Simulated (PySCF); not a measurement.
Dipole moment and polarisability of spiropentane

Compound: spiropentane, C₅H₈.
SMILES with atom numbers: `[CH2:1]1[CH2:2][C:3]12[CH2:4][CH2:5]2` (hydrogens: H6, H7 on C1; H8, H9 on C2; H10, H11 on C4; H12, H13 on C5)

Cartesian coordinates in Å at the GFN2-xTB level; atoms count from 1:
```
atom  x, y, z in Å
C1     0.9671   -0.8091    0.7690
C2     1.4427    0.2024   -0.2524
C3    -0.0001    0.0008   -0.0017
C4    -1.1867    0.8378    0.2750
C5    -1.2242   -0.2305   -0.7973
H6     1.0690   -1.8587    0.5324
H7     1.1148   -0.5841    1.8157
H8     1.8653   -0.1663   -1.1762
H9     1.9099    1.1081    0.1075
H10   -1.7422    0.6648    1.1858
H11   -1.1762    1.8726   -0.0368
H12   -1.8045   -1.1226   -0.6083
H13   -1.2393    0.0854   -1.8306
```

Level: B3LYP/def2-SVPD (PySCF), static field, nuclei fixed, core orbitals frozen in the response. The polarisability tensor in these axes (au):

```
x   63.67 -2.70  2.31
y   -2.70 53.64 -0.58
z    2.31 -0.58 53.44
```

Diagonalise the tensor; give its mean and Δα, where Δα² is half the sum of the squared differences of the eigenvalues.

Principal values 52.94, 52.96 and 64.84 au; mean 56.92 au = 8.43 Å³ = 9.38 × 10⁻⁴⁰ C²·m²/J; Δα = 11.89 au (21 % of the mean).

What is the dipole moment?

0.00 D; point group D2d allows none.

What molar refraction does this α imply?

Lorentz–Lorenz: R = (4π/3)N_A α = 2.5225 cm³/(mol·Å³) × 8.43 Å³ = 21.3 cm³/mol, in the limit of long wavelengths.

Refractivity n − 1 of an ideal gas of it at 298.15 K and 1 atm, from the electronic α?

N = p/kT = 2.4615 × 10¹⁹ cm⁻³, so n − 1 = 2π × N × 8.43 × 10⁻²⁴ cm³ = 1304 × 10⁻⁶ at long wavelengths, for an ideal gas.

What depolarisation ratio follows for Rayleigh scattering of linearly polarised light, taking the static tensor?

ρ = 3Δα²/(45ᾱ² + 4Δα²) = 424.4/(145772 + 565.8) = 0.0029.

Form Σ f/ω² (atomic units) for the 8 lowest TDDFT singlets, given as eV and f, and set it beside the mean polarisability, which is this sum over all singlets: 7.51, 0.0116; 7.76, 0.0276; 7.77, 0.0275; 7.99, 0.0374; 7.99, 0.0376; 8.03, 0.0000; 8.17, 0.0000; 8.18, 0.0001.

They add up to 1.70 au, 3.0 % of the 56.92 au; the largest single term is 0.44 au, from the state at 7.99 eV. Terms in order: 0.15, 0.34, 0.34, 0.43, 0.44, 0.00, 0.00, 0.00 au. Higher excitations give the rest. The strengths listed sum to 0.142.

Isolated species at its GFN2-xTB geometry, gas phase.
